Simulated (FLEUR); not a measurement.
# TaN (Fm-3m) in FLEUR: a series of runs

One crystal, TaN, is run at these levels: LDA, PBE; tasks: single point.

All numbers are computed with FLEUR MaX-R8.1 (later development tree); they aren't measurements. Logs are shortened: lines on timing, memory, paths and dates and some standing lists are left out, and cuts for length are marked.

### 1 The crystal as given

It takes space group Fm-3m (No. 225, cubic). Conventional cell: a = 4.423 Å, b = 4.423 Å, c = 4.423 Å, α = 90.00°, β = 90.00°, γ = 90.00°. Around Ta (site symmetry m-3m) lie 6 N at 2.21 Å. N (site symmetry m-3m) has 6 Ta at 2.21 Å as nearest neighbours.

The cell comes from a database or a generator and needn't be the stable form of this composition.

### 2 Single point, LDA

File inp.xml:

```xml
<?xml version="1.0" encoding="UTF-8" standalone="no"?>
<fleurInput fleurInputVersion="0.39">
   <comment>
      TaN                                                                                                 
   </comment>
   <calculationSetup>
      <cutoffs Kmax="4.93" Gmax="15.3" GmaxXC="15.3" numbands="0"/>
      <scfLoop itmax="60" minDistance="0.00001" maxIterBroyd="15" imix="Anderson" alpha="0.05" precondParam="0.0" spinf="2.0" sdNocoIR="T"/>
      <coreElectrons ctail="T" frcor="F" kcrel="0" coretail_lmax="0"/>
      <xcFunctional name="vwn" relativisticCorrections="F"/>
      <magnetism jspins="1"/>
      <soc l_soc="F" theta="0.0" phi="0.0" spav="F"/>
      <expertModes spex="0" secvar="F"/>
      <geometryOptimization l_f="F" forcealpha="1.0" forcemix="BFGS" epsdisp="0.00001" epsforce="0.00001"/>
      <ldaU l_linMix="F" mixParam="0.05" spinf="1.0"/>
   </calculationSetup>
   <cell>
      <bzIntegration valenceElectrons="32.0" mode="hist" fermiSmearingEnergy="0.00183747">
         <kPointListSelection listName="default-1"/>
         <!-- k-points included here -->
         <xi:include xmlns:xi="http://www.w3.org/2001/XInclude" href="kpts.xml"> </xi:include>
      </bzIntegration>
      <!-- symmetry operations included here -->
      <xi:include xmlns:xi="http://www.w3.org/2001/XInclude" href="sym.xml"> </xi:include>
      <bulkLattice scale="1.0">
         <bravaisMatrix>
            <row-1>    0.0000000000000000     4.1787948430288457     4.1787948430288457</row-1>
            <row-2>    4.1787948430288457     0.0000000000000000     4.1787948430288457</row-2>
            <row-3>    4.1787948430288457     4.1787948430288457     0.0000000000000000</row-3>
         </bravaisMatrix>
      </bulkLattice>
   </cell>
   <atomSpecies>
      <species name="Tantalum (Ta)" element="Ta" atomicNumber="73">
         <mtSphere radius="2.37" gridPoints="791" logIncrement="0.017"/>
         <atomicCutoffs lmax="10" lnonsphr="10"/>
         <electronConfig flipSpins="F">
            <coreConfig>(1s1/2) (2s1/2) (2p1/2) (2p3/2) (3s1/2) (3p1/2) (3p3/2) (4s1/2) (3d3/2) (3d5/2) (4p1/2) (4p3/2) (4d3/2) (4d5/2)</coreConfig>
            <valenceConfig>(5s1/2) (5p1/2) (5p3/2) (6s1/2) (4f5/2) (4f7/2) (5d3/2) (5d5/2)</valenceConfig>
            <stateOccupation state="(5d3/2)" spinUp="0.600000" spinDown="0.600000"/>
            <stateOccupation state="(5d5/2)" spinUp="0.900000" spinDown="0.900000"/>
         </electronConfig>
         <energyParameters s="6" p="6" d="5" f="4"/>
         <lo type="SCLO" l="0" n="5" eDeriv="0"/>
         <lo type="SCLO" l="1" n="5" eDeriv="0"/>
         <lo type="SCLO" l="2" n="5" eDeriv="2"/>
         <lo type="SCLO" l="3" n="4" eDeriv="2"/>
      </species>
      <species name="Nitrogen (N)" element="N" atomicNumber="7">
         <mtSphere radius="1.46" gridPoints="489" logIncrement="0.021"/>
         <atomicCutoffs lmax="8" lnonsphr="8"/>
         <electronConfig flipSpins="F">
            <coreConfig>(1s1/2)</coreConfig>
            <valenceConfig>(2s1/2) (2p1/2) (2p3/2)</valenceConfig>
            <stateOccupation state="(2p1/2)" spinUp="0.500000" spinDown="0.500000"/>
            <stateOccupation state="(2p3/2)" spinUp="1.000000" spinDown="1.000000"/>
         </electronConfig>
         <energyParameters s="2" p="2" d="3" f="4"/>
         <lo type="SCLO" l="0" n="2" eDeriv="2"/>
         <lo type="SCLO" l="1" n="2" eDeriv="2"/>
         <lo type="SCLO" l="2" n="3" eDeriv="2"/>
      </species>
   </atomSpecies>
   <atomGroups>
      <atomGroup species="Tantalum (Ta)">
         <relPos label="                   1">1.000/2.000 1.000/2.000 1.000/2.000</relPos>
         <force calculate="T" relaxXYZ="TTT"/>
      </atomGroup>
      <atomGroup species="Nitrogen (N)">
         <relPos label="                   2">.0000000000 .0000000000 .0000000000</relPos>
         <force calculate="T" relaxXYZ="TTT"/>
      </atomGroup>
   </atomGroups>
   <output dos="F" band="F" slice="F">
      <checks vchk="F" cdinf="F"/>
      <bandDOS minEnergy="-.5*Htr" maxEnergy="0.5*Htr" sigma="0.015" storeEVData="T"/>
      <vacuumDOS vacdos="F" integ="F" star="F" nstars="0" locx1="0.0" locy1="0.0" locx2="0.0" locy2="0.0" nstm="0" tworkf="0.0"/>
      <unfoldingBand unfoldBand="F" supercellX="1" supercellY="1" supercellZ="1"/>
      <plotting iplot="0" polar="F">
         <plot TwoD="T" vec1="  1.0  0.0  0.0" vec2="  0.0  1.0  0.0" vec3="  0.0  0.0  1.0" zero="  0.0  0.0  0.0" file="plot"/>
      </plotting>
      <chargeDensitySlicing numkpt="0" minEigenval="0.0" maxEigenval="0.0" nnne="0" pallst="F"/>
      <specialOutput eonly="F"/>
      <moessbauerParams electricFieldGradient="T" isomerShift="T" coreHyperfine="T" valenceHyperfine="T"/>
      <magneticCircularDichroism mcd="F" energyLo="-10.0" energyUp="0.0"/>
   </output>
  <!-- We include the file relax.xml here to enable relaxations (see documentation) -->
  <xi:include xmlns:xi="http://www.w3.org/2001/XInclude" href="relax.xml"> <xi:fallback/> </xi:include>
</fleurInput>
```

File crystal.txt:

```
TaN
&input cartesian=F /
0.0000000000  2.2113230000  2.2113230000
2.2113230000  0.0000000000  2.2113230000
2.2113230000  2.2113230000  0.0000000000
1.8897261246
1.0 1.0 1.0

2
73 0.5000000000  0.5000000000  0.5000000000
7 0.0000000000  0.0000000000  0.0000000000

&kpt div1=10 div2=10 div3=10 gamma=T /
```

Potentials or basis: all-electron, FLAPW.

On the command line:

```console
inpgen -f crystal.txt -profile fastHighL
# inp.xml edited to the form shown
fleur_MPI
```

The log of the run:

```text
Welcome to FLEUR        (www.flapw.de)
      MaX-Release 8.1          (www.max-centre.eu)

 ========== k-point set info ==========
 Selected k-point list: default-1
 k-point list type: mesh
 10 x 10 x 10
 Number of k points: 47

 ------------Calculation Setup---------------------------
 Number of MPI-tasks      :            1
 Number of PE/node        :            1
 Number of OMP-threads    :            1
 Most efficient MPI parallelization for:
           1          47
 Additional eigenvalue parallelization possible
 Number of basis functions:          363
 Approximate size of matrices (H+S) per k-point:         0.002 GB
 --------------------------------------------------------
 Iteration:     1   Distance:      27.28273332 me/bohr^3
 Iteration:     2   Distance:      23.05672216 me/bohr^3
 Iteration:     3   Distance:       9.06344071 me/bohr^3
 Iteration:     4   Distance:       6.70633160 me/bohr^3
 Iteration:     5   Distance:       3.25647031 me/bohr^3
 Iteration:     6   Distance:       0.68818161 me/bohr^3
 Iteration:     7   Distance:       0.60233849 me/bohr^3
 Iteration:     8   Distance:       0.14430375 me/bohr^3
 Iteration:     9   Distance:       0.08018734 me/bohr^3
 Iteration:    10   Distance:       0.01262406 me/bohr^3
 Iteration:    11   Distance:       0.01197211 me/bohr^3
 Iteration:    12   Distance:       0.00278493 me/bohr^3
 Iteration:    13   Distance:       0.00014917 me/bohr^3
 Iteration:    14   Distance:       0.00008903 me/bohr^3
 Iteration:    15   Distance:       0.00000460 me/bohr^3

 ********************************************************************
 Run finished successfully
 Stop message:
   all done
 ********************************************************************
```

out.xml (last iteration):

```text
<iteration numberForCurrentRun="   15" overallNumber="   15">
         <energyParameters units="Htr">
            <atomicEP atomType="1" spin="1" branch="6s" branchLowest="-1.85" branchHighest="2.71" value="0.3479695648"/>
            <atomicEP atomType="1" spin="1" branch="6p" branchLowest="-0.53" branchHighest="3.73" value="0.4785909263"/>
            <atomicEP atomType="1" spin="1" branch="5d" branchLowest="-7.34" branchHighest="1.21" value="0.5129133125"/>
            <atomicEP atomType="1" spin="1" branch="4f" branchLowest="-9.99" branchHighest="-0.11" value="-0.0860561839"/>
            <loAtomicEP atomType="1" spin="1" branch="5s" branchLowest="-18.99" branchHighest="-1.85" value="-1.8865920362"/>
            <loAtomicEP atomType="1" spin="1" branch="5p" branchLowest="-13.87" branchHighest="-0.53" value="-0.6799081061"/>
            <loAtomicEP atomType="1" spin="1" branch="5d" branchLowest="-7.34" branchHighest="1.21" value="0.5100891447"/>
            <loAtomicEP atomType="1" spin="1" branch="4f" branchLowest="-9.99" branchHighest="-0.11" value="-0.1103799460"/>
            <atomicEP atomType="2" spin="1" branch="2s" branchLowest="-13.12" branchHighest="1.59" value="-0.0432966805"/>
            <atomicEP atomType="2" spin="1" branch="2p" branchLowest="-9.99" branchHighest="1.71" value="0.2605148201"/>
            <atomicEP atomType="2" spin="1" branch="3d" branchLowest="-9.99" branchHighest="5.98" value="0.5011253209"/>
            <atomicEP atomType="2" spin="1" branch="4f" branchLowest="-9.99" branchHighest="10.08" value="0.6612688398"/>
            <loAtomicEP atomType="2" spin="1" branch="2s" branchLowest="-13.12" branchHighest="1.59" value="-0.0432966805"/>
            <loAtomicEP atomType="2" spin="1" branch="2p" branchLowest="-9.99" branchHighest="1.71" value="0.2604556335"/>
            <loAtomicEP atomType="2" spin="1" branch="3d" branchLowest="-9.99" branchHighest="5.98" value="0.5011261346"/>
         </energyParameters>
         <eigenvalues>
            <eigenvaluesAt spin="1" ikpt="1" k_x="0.00000000" k_y="0.00000000" k_z="0.00000000">
                      -1.8883829011       -0.6469124678       -0.6469124678       -0.6469124678       -0.1183758737
                      -0.1183758737       -0.1183758737       -0.1167975334       -0.1157730786       -0.1157730786
                      -0.1157730786       -0.0144447316        0.5282351564        0.5282351564        0.5282351564
                       0.5879549703        0.5879549703        0.5879549703        0.6644294685        0.6644294685
                       0.7205653399        1.0056865244        1.5422991570        1.5422991570        1.5422991570
            </eigenvaluesAt>
            <eigenvaluesAt spin="1" ikpt="2" k_x="0.00000000" k_y="0.00000000" k_z="0.10000000">
                      -1.8882010618       -0.6499483655       -0.6471935667       -0.6471935667       -0.1185170284
                      -0.1182555156       -0.1182555156       -0.1167046331       -0.1159051312       -0.1159051312
                      -0.1157684023       -0.0056891496        0.4880923458        0.5008089319        0.5008089319
[... 52 lines left out ...]
         <moessbauerParams unitsHFF="kG" unitsIS="e/bohr^3" unitsEFG="Htr/bohr^2">
            <coreIsomerShift atomType="1" isTotal="1389398.19599">
               <shell n="1" l="0" isomerShift="1165158.16023"/>
               <shell n="2" l="0" isomerShift="165323.46046"/>
               <shell n="2" l="1" isomerShift="9751.77828"/>
               <shell n="3" l="0" isomerShift="36997.69939"/>
               <shell n="3" l="1" isomerShift="2437.46664"/>
               <shell n="4" l="0" isomerShift="9141.52537"/>
               <shell n="3" l="2" isomerShift="0.00094"/>
               <shell n="4" l="1" isomerShift="588.10446"/>
               <shell n="4" l="2" isomerShift="0.00023"/>
            </coreIsomerShift>
            <coreIsomerShift atomType="2" isTotal="197.60900">
               <shell n="1" l="0" isomerShift="197.60900"/>
            </coreIsomerShift>
            <isomerShift atomType="1" nucleusRadius="0.0001336" averageDensity="1391028.60507"/>
            <isomerShift atomType="2" nucleusRadius="0.0000569" averageDensity="206.34198"/>
            <electricFieldGradient atomType="1" VXX="0.00000" VYY="0.00000" VZZ="0.00000" asymParam="0.00000">
            </electricFieldGradient>
            <electricFieldGradient atomType="2" VXX="0.00000" VYY="0.00000" VZZ="0.00000" asymParam="0.00000">
            </electricFieldGradient>
         </moessbauerParams>
         <totalEnergy                                    value="   -15671.4113874221" units="Htr">
            <sumOfEigenvalues                            value="    -9562.1521962975">
               <coreElectrons value="-9556.5658392066"/>
               <valenceElectrons value="-5.5863570910"/>
            </sumOfEigenvalues>
            <densityCoulombPotentialIntegral value="-26726.8202296668"/>
            <densityEffectivePotentialIntegral value="-27144.7661066550"/>
            <chargeDenXCDenIntegral value="-314.9327240888"/>
            <FockExchangeEnergyValence value="0.0000000000"/>
            <FockExchangeEnergyCore value="0.0000000000"/>
            <atomTypeDependentContributions atomType="1">
               <electronNucleiInteractionDifferentMTs value="19454.2537260089"/>
               <MadelungTerm value="-54.6213407755"/>
            </atomTypeDependentContributions>
            <atomTypeDependentContributions atomType="2">
               <electronNucleiInteractionDifferentMTs value="61.8131393724"/>
               <MadelungTerm value="-4.9942527006"/>
            </atomTypeDependentContributions>
            <tkbTimesEntropy value="0.0002313630"/>
            <freeEnergy value="-15671.4116187851"/>
            <extrapolationTo0K value="-15671.4115031036"/>
         </totalEnergy>
         <densityConvergence units="me/bohr^3">
            <chargeDensity spin="1" distance="0.0000046036"/>
         </densityConvergence>
      </iteration>
```

It took 32 s on 1 thread of Arm Neoverse V2, shared host; peak memory 0.06 GiB.

What came out:

```yaml
Free_energy: -426440.8346 eV
Band_gap_on_the_k_mesh: none (metal or under the smearing width)
Valence_electrons_inside_the_program's_atomic_spheres: Ta 24.52; N 3.51 (radii Ta 2.37, N 1.46 bohr)
```

Core levels (eV from the Fermi level):
| atom | levels |
| --- | --- |
| 1 Ta | 1s1/2 -67219.3, 2s1/2 -11539.8, 2p1/2 -11031.3, 2p3/2 -9762.4, 3s1/2 -2640.2, 3p1/2 -2413.9, 3p3/2 -2140.8, 4s1/2 -534.8, 3d3/2 -1757.6, 3d5/2 -1698.1, 4p1/2 -441.5, 4p3/2 -378.4, 4d3/2 -224.9, 4d5/2 -213.3 |
| 2 N | 1s1/2 -375.1 |

(Continued in part 2 of 2.)
